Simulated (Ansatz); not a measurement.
Ni:

```
Ni
1.0
     2.44802    0.00000    0.00000
    -1.22401    2.12005    0.00000
     0.00000    0.00000    4.07281
Ni
2
Direct
  0.66667 0.33333 0.75000
  0.33333 0.66667 0.25000
```

This isn't the form of Ni at room conditions, which is fcc.

| Quantity | Value |
| --- | --- |
| Program | Ansatz 0.2.0 |
| Task | relaxation of cell and atoms |
| Functional | BLYP |
| Dispersion | D4 |
| Potentials or basis | Ansatz PAW |
| Cutoff | 420 eV (not typed: the program's choice for these potentials) |
| k mesh | 12 × 12 × 7 |
| Occupations | fermi-dirac, width 0.05 eV |
| Spin | collinear spin, ferromagnetic start |
| Starting moments | [1.0, 1.0] μB |

At the start: volume 10.57 Å³/atom.

Task: How do energy, volume and symmetry change on relaxing?

Result: It ends after 6 steps and the volume is 10.75 Å³/atom (+1.7 %); space group P6_3/mmc (No. 194, to 0.05 Å); moment 1.26 μB per cell.

Step by step:
| step | energy change (eV) | largest force (eV/Å) | volume (Å³) |
| --- | --- | --- | --- |
| 1 | 0.0000 | 0.0000 | 21.14 |
| 2 | -0.0036 | 0.0000 | 21.30 |
| 3 | -0.0054 | 0.0000 | 21.50 |
| 4 | -0.0054 | 0.0000 | 21.50 |
| 5 | -0.0054 | 0.0000 | 21.49 |
| 6 | -0.0056 | 0.0000 | 21.49 |

Final structure:
```
Ni
1.0
     2.47260    0.00000    0.00000
    -1.23630    2.14134    0.00000
     0.00000    0.00000    4.05952
Ni
2
Direct
  0.66667 0.33333 0.75000
  0.33333 0.66667 0.25000
```

Caveat: the plane-wave basis is chosen anew once the cell has moved, so the energies of steps on either side of that aren't comparable; pairwise dispersion overbinds metals, which lowers pressure and volume; the PAW data sets come from PBE, with cores solved anew for the run's functional, which leaves a small shift of forces and pressure.
